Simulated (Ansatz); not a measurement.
# TaS2 (P-3m1) in Ansatz: a series of runs

Runs on TaS2. Level: PBE. Tasks: single point.

Everything below comes from runs of Ansatz 0.2.0. Logs are shortened: lines on timing, memory, paths and dates and some standing lists are left out, and cuts for length are marked.

### Step 1. The crystal as given

Symmetry: P-3m1, No. 164, trigonal system. Conventional cell: a = 3.350 Å, b = 3.350 Å, c = 5.860 Å, α = 90.00°, β = 90.00°, γ = 120.00°. Ta (site symmetry -3m) has 6 S at 2.43 Å as nearest neighbours. S (site symmetry 3m) is surrounded by 3 Ta at 2.43 Å.

### Step 2. Single point, PBE

Input file input.yaml:

```yaml
crystal:
  lattice:
    - [3.35, 0.0, 0.0]
    - [-1.675, 2.9011851027, 0.0]
    - [0.0, 0.0, 5.86]
  atoms:
    - { symbol: Ta, position: [0.0, 0.0, 0.0] }
    - { symbol: S, position: [0.6666666667, 0.3333333333, 0.75] }
    - { symbol: S, position: [0.3333333333, 0.6666666667, 0.25] }
hamiltonian:
  xc: pbe
  pseudopotentials: { kind: paw }
kpoints:
  mp_grid: { grid: [9, 9, 5] }
scf:
  occupations: { method: gaussian, width: 0.024 }
output:
  forces: true
  stress: true
  eigenvalues: true
```

Potentials or basis: Ansatz PAW.

Started as:

```
$ ansatz run input.yaml --threads 2 --pin off --max-ram 5632MiB --backend cpu --events-out ev --progress --plain --runs-dir out
```

The log of the run:

```text
Warning: RAYON_NUM_THREADS=2 ignored (pool sized by the plan → 2); use --threads N
Engine: ansatz 0.2.0, x86_64-unknown-linux-gnu
Pseudopotentials: kind: paw
Pseudopotential: Ta, paw, valence charge 13, recommended cutoff 420 eV (normal), Ta.paw.azcp
Pseudopotential: S, paw, valence charge 6, recommended cutoff 420 eV (normal), S.paw.azcp
Functional definition: PBE
  parameter kappa = 0.804
  parameter beta = 0.06672455060314922
  exchange = pbe_x(kappa = kappa, mu = beta*pi^2/3)
  correlation = pbe_c(beta = beta)
Crystal: 3 atoms, lattice volume = 56.953 Å³
Basis set: ecut = 420 eV, 1135 PW (Γ), exchange–correlation on 48×48×80 points (8 copies of the dense FFT grid, shifted against one another)
Bands: 17, of which v1, the nominal top of the filled ones, is band 13 counted from 1 (12 counted from 0)
Symmetry: 12 space group operations
Space group: P-3m1 (ITA 164), of the structure as read, at distance tolerance 3.8e-5 Å
k-points: 50 of 405
Non-local potential: Ta, projectors of the file, l = 0: 3, l = 1: 2, l = 2: 2, l = 3: 1
Non-local potential: S, projectors of the file, l = 0: 2, l = 1: 2, l = 2: 2
PAW form: soft (Blöchl's): semilocal exchange-correlation on the pseudo side does not see the compensation charge
PAW one-centre angular grid: Ta, 590 points (default); XC on 64 Gauss nodes
PAW one-centre angular grid: S, 110 points (default); XC on 64 Gauss nodes
Initial density: superposition of atomic densities (neutral atoms: chi_scale 0, normalization atom), corrected by the library's trained network
Initial wavefunctions: pseudopotential atomic-orbital guess
Functional: x = pbe(κ = 0.804, μ = 0.2195149727645171), c = pbe(β = 0.06672455060314922)
SCF iter   1: F=—  HF=-11739.354049 eV  |F-HF|=—  |Δ(HF+E_count)|=         —  Δρ=2.10e-3  dr2=2.63e-3  ethr=1.77e-3  ⟨swp⟩=6.0  Hψ=5006  notcnv=0
preconditioner: auto → LDOS  [metal: Δε(μ)=0.009 eV  Ē_g=9.003 eV  σ=0.024 eV  W_gap=0.20  n_scr=10 (ndim 8)  ℏωp=20.3 eV  f_vac=0.012  D(μ)=2.67/eV (n_scr^D=22)  β→1.0]
SCF iter   2: F=—  HF=-11739.353385 eV  |F-HF|=—  |Δ(HF+E_count)|=   6.64e-4  Δρ=1.25e-3  dr2=1.85e-3  ethr=1.05e-5  ⟨swp⟩=2.1  Hψ=1869  notcnv=0  defer=18
SCF iter   3: F=—  HF=-11739.352891 eV  |F-HF|=—  |Δ(HF+E_count)|=   4.94e-4  Δρ=2.23e-4  dr2=1.27e-5  ethr=7.39e-6  ⟨swp⟩=2.0  Hψ=1171  notcnv=0  defer=18
SCF iter   4: F=—  HF=-11739.352955 eV  |F-HF|=—  |Δ(HF+E_count)|=   6.33e-5  Δρ=4.27e-5  dr2=1.68e-6  ethr=5.07e-8  ⟨swp⟩=2.0  Hψ=1261  notcnv=0  defer=18
SCF iter   5: F=—  HF=-11739.352955 eV  |F-HF|=—  |Δ(HF+E_count)|=   2.65e-7  Δρ=1.47e-5  dr2=2.06e-7  ethr=6.70e-9  ⟨swp⟩=2.5  Hψ=1271  notcnv=0  defer=18
SCF iter   6: F=-11739.352955 eV  HF=-11739.352955 eV  |F-HF|=9.57e-9  |Δ(HF+E_count)|=   3.83e-8  Δρ=4.06e-6  dr2=1.42e-8  ethr=4.00e-10  ⟨swp⟩=6.8  Hψ=3561  notcnv=0
SCF 1 converged in 6 iterations: F = -11739.352955 eV  dr2 = 1.42e-8
SCF converged after 6 iterations
Free energy (F): -11739.352955 eV
Harris-Foulkes:  -11739.352955 eV  (|F-HF|=9.57e-9)
Internal energy: -11739.352162 eV  (E = F + TS)
E sigma→0 (E₀):  -11739.352558 eV
Entropy (-TS):   -0.000793 eV (-0.264 meV/atom)
Fermi energy:    10.691792 eV
--- Per-component energies (eV) ---
  E_band       = -185.759442
  E_kinetic    = 583.936823
  E_local      = -1416.585174  (includes V_loc(G=0)·N_el)
  E_nonlocal   = 71.665208
  E_hartree    = 540.012046
  E_xc         = -414.577189
  E_vxc        = -381.428881  (∫ρ·V_xc dr)
  E_paw        = -9597.594107  (= ΣΔE_a)
  E_vpaw       = -123.374727  (= ΣTr[D̂ρ^β])
  E_aug_tail   = 0.000137  (compensation charges beyond the density's cutoff)
  E_ewald      = -1506.209906
  E_smearing   = -0.000793  (= −TS)
  E_closure    = 0.000000  (closes the sum)
  Σ components = -11739.352955   (vs F -11739.352955, Δ=0.00e0)
--- Forces (eV/Å), atoms counted from 1 ---
  atom   1  Ta     0.00000000     0.00000000     0.00000000
  atom   2  S     -0.00000000     0.00000000    -1.24866859
  atom   3  S      0.00000000    -0.00000000     1.24866859
  max |Σ_I F_I| component: 2.22e-16 eV/Å
--- Stress (GPa, compression-positive) ---
        7.472234      -0.000000       0.000000
       -0.000000       7.472234       0.000000
        0.000000       0.000000      12.487756
  P = ⅓ Tr σ = 9.1441 GPa (91.441 kbar)
--- Band table (eV; the first three rows and the last of 50) ---
  k-point 0: bands = ["-58.0313", "-24.5378", "-24.5071", "-24.5071", "-4.4693", "-2.3881", "3.7096", "6.4159", "6.4159", "9.3480", "9.8899", "9.8899", "10.7174", "10.7174", "10.9743", "14.7808", "14.7808"]
  k-point 1: bands = ["-58.0313", "-24.5379", "-24.5071", "-24.5071", "-4.3916", "-2.5487", "4.0510", "6.4256", "6.4256", "8.5194", "9.8415", "9.8415", "10.7075", "10.7075", "11.4705", "14.9186", "14.9186"]
  k-point 2: bands = ["-58.0313", "-24.5380", "-24.5071", "-24.5071", "-4.2370", "-2.8277", "4.7791", "6.4416", "6.4416", "7.3611", "9.7659", "9.7659", "10.6911", "10.6911", "11.8879", "15.1551", "15.1551"]
  k-point 49: bands = ["-58.0164", "-24.7177", "-24.7177", "-24.4700", "-2.2940", "-2.2940", "5.1053", "5.1053", "5.1714", "6.9647", "7.1165", "7.1165", "11.9355", "12.2141", "12.2141", "15.6960", "15.6960"]
```

It took 2.9 s on 2 threads of Intel Xeon at 2.50GHz (Skylake/Cascade Lake), shared host; peak memory 0.37 GiB.

Results:

```
Free energy            : -11739.3530 eV
Pressure               : 9.1 GPa
Largest force          : 1.249 eV/Å
Band gap on the k mesh : none (metal or under the smearing width)
```

Forces in eV/Å, atoms in the order of the input:
```
Ta   0.000  0.000  0.000
S    0.000  0.000 -1.249
S    0.000  0.000  1.249
```

Caveat: this functional lacks dispersion, which binds the layers, so the pressure and a relaxed spacing across them are unreliable; forces of over 1 eV/Å show positions far from the minimum, so gaps and moduli don't describe the material at rest.

### Step 3. Single point, PBE

Changes to input.yaml since step 2:

```diff
@@ -15,3 +15,3 @@
 scf:
-  occupations: { method: gaussian, width: 0.024 }
+  occupations: { method: gaussian, width: 0.025 }
 output:
@@ -20 +20,5 @@
   eigenvalues: true
+  write_density: true
+  write_potential: true
+  elf: true
+  volumetric_format: npy
```

Potentials or basis: Ansatz PAW.

Started as:

```
$ ansatz run input.yaml --threads 2 --pin off --max-ram 5632MiB --backend cpu --events-out ev --progress --plain --runs-dir out
```

Wall time 3.8 s (2 threads of Intel Xeon at 2.50GHz (Skylake/Cascade Lake), shared host); peak memory 0.38 GiB.

It converged, with:

- Free energy: -11739.3530 eV
- Pressure: 9.1 GPa
- Largest force: 1.248 eV/Å
- Band gap on the k mesh: none (metal or under the smearing width)

Forces on the atoms (eV/Å):
```
Ta   0.000  0.000  0.000
S    0.000  0.000 -1.248
S    0.000  0.000  1.248
```

Stress tensor (GPa, compression positive):
```
 7.47  0.00  0.00
 0.00  7.47  0.00
 0.00  0.00 12.49
```

Levels at points of the mesh, in eV from the Fermi level:
| k point | band 11 | band 12 | band 13 | band 14 | band 15 | band 16 |
| --- | --- | --- | --- | --- | --- | --- |
| (0.00, 0.00, 0.00) | -0.80 | -0.80 | 0.03 | 0.03 | 0.28 | 4.09 |

Caveat: this functional lacks dispersion, which binds the layers, so the pressure and a relaxed spacing across them are unreliable; forces of over 1 eV/Å show positions far from the minimum, so gaps and moduli don't describe the material at rest. The run has no spin-orbit coupling, so splittings on Ta are missing.

### Step 4. Single point, PBE

Changes to input.yaml since step 3:

```diff
@@ -15,3 +15,3 @@
 scf:
-  occupations: { method: gaussian, width: 0.025 }
+  occupations: { method: gaussian, width: 0.026 }
 output:
@@ -20,5 +20 @@
   eigenvalues: true
-  write_density: true
-  write_potential: true
-  elf: true
-  volumetric_format: npy
```

Started as:

```
$ ansatz run input.yaml --threads 2 --pin off --max-ram 5632MiB --backend cpu --events-out ev --progress --plain --runs-dir out
```

Run time: 3.7 s. Hardware: 2 threads of Intel Xeon at 2.50GHz (Skylake/Cascade Lake), shared host; peak memory 0.37 GiB.

It converged, with:

| Quantity | Value |
| --- | --- |
| Free energy | -11739.3530 eV |
| Pressure | 9.1 GPa |
| Largest force | 1.248 eV/Å |
| Band gap on the k mesh | none (metal or under the smearing width) |

Forces on the atoms (eV/Å):
```
Ta   0.000  0.000  0.000
S    0.000  0.000 -1.248
S    0.000  0.000  1.248
```

Stress tensor (GPa, compression positive):
```
 7.47  0.00  0.00
 0.00  7.47  0.00
 0.00  0.00 12.48
```

Levels at points of the mesh, in eV from the Fermi level:
| k point | band 10 | band 11 | band 12 | band 13 | band 14 | band 15 | band 16 | band 17 |
| --- | --- | --- | --- | --- | --- | --- | --- | --- |
| (0.00, 0.00, 0.00) | -1.34 | -0.80 | -0.80 | 0.03 | 0.03 | 0.28 | 4.09 | 4.09 |

Caveat: this functional lacks dispersion, which binds the layers, so the pressure and a relaxed spacing across them are unreliable; forces of over 1 eV/Å show positions far from the minimum, so gaps and moduli don't describe the material at rest.

### Step 5. Single point, PBE

Changes to input.yaml since step 4:

```diff
@@ -15,3 +15,3 @@
 scf:
-  occupations: { method: gaussian, width: 0.026 }
+  occupations: { method: gaussian, width: 0.027 }
 output:
```

Started as:

```
$ ansatz run input.yaml --threads 2 --pin off --max-ram 5632MiB --backend cpu --events-out ev --progress --plain --runs-dir out
```

Wall time 3.1 s (2 threads of Intel Xeon at 2.50GHz (Skylake/Cascade Lake), shared host); peak memory 0.37 GiB.

Results (log left out):

```yaml
Free_energy: -11739.3531 eV
Pressure: 9.1 GPa
Largest_force: 1.248 eV/Å
Band_gap_on_the_k_mesh: none (metal or under the smearing width)
```

Forces on the atoms (eV/Å):
```
Ta   0.000  0.000  0.000
S    0.000  0.000 -1.248
S    0.000  0.000  1.248
```

Stress tensor (GPa, compression positive):
```
 7.48  0.00  0.00
 0.00  7.48  0.00
 0.00  0.00 12.48
```

Levels at points of the mesh, in eV from the Fermi level:
```
           k point  band 11  band 12  band 13  band 14  band 15  band 16
(0.00, 0.00, 0.00)    -0.80    -0.80     0.03     0.03     0.28     4.09
```

Caveat: this functional lacks dispersion, which binds the layers, so the pressure and a relaxed spacing across them are unreliable; forces of over 1 eV/Å show positions far from the minimum, so gaps and moduli don't describe the material at rest. The run has no spin-orbit coupling, so splittings on Ta are missing.

### Step 6. The runs side by side

| smearing | gap on the mesh (eV) | pressure (GPa) | largest force (eV/Å) |
| --- | --- | --- | --- |
| gaussian 0.024 eV | none | 9.1 | 1.25 |
| gaussian 0.025 eV | none | 9.1 | 1.25 |
| gaussian 0.026 eV | none | 9.1 | 1.25 |
| gaussian 0.027 eV | none | 9.1 | 1.25 |

Alike in all rows: task single point; level PBE; potentials or basis Ansatz PAW; no spin polarisation; cell as given; k mesh 9 × 9 × 5; cutoff (eV) 420.

Every run on the cell as given and a fine mesh finds a metal.

Caveats: this functional lacks dispersion, which binds the layers, so the pressure and a relaxed spacing across them are unreliable; forces of over 1 eV/Å show positions far from the minimum, so gaps and moduli don't describe the material at rest.

Total energies depend on the potentials used, so only differences within one code and one set of settings carry meaning.
